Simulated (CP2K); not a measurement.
PbS in CP2K: the effect of pseudo set

Crystal: PbS.

```
Pb S
1.0
     6.34207    0.00000    0.00000
    -4.97778    3.92983    0.00000
     0.00000    0.00000    4.27932
Pb S
2 2
Direct
  0.13056 0.86944 0.25000
  0.86944 0.13056 0.75000
  0.35480 0.64520 0.25000
  0.64520 0.35480 0.75000
```

Measurements of this composition are mostly on another form, of space group No. 225.

Alike in all runs:

```yaml
Program: CP2K 2026.2
Task: single point
Functional: PBE
Density_cutoff: 6123 eV
k_mesh: 7 × 7 × 6
Occupations: fermi-dirac, width 0.05 eV
Spin: no spin polarisation
```

```tsv
pseudo set	gap on the mesh (eV)	pressure (GPa)	largest force (eV/Å)
PBE	?	?	?
PADE	1.12	-2.7	0.36
BLYP	1.13	-0.1	0.05
SCAN	1.07	-0.8	0.14
PBE0	1.14	1.5	0.16
```

Question: What does the run with pseudo set PBE give?

Answer: gap on the mesh 1.18 eV; pressure 1.2 GPa; largest force 0.13 eV/Å.

Caveats: spin-orbit coupling is left out, which as a rule narrows the gap of such compounds by several tenths of an eV; an odd mesh through Γ misses points on the zone boundary, where band edges often lie; the basis of atomic orbitals isn't converged, which shifts pressures, moduli and gaps; the potentials were made for another functional, which shifts forces and pressure (some runs).
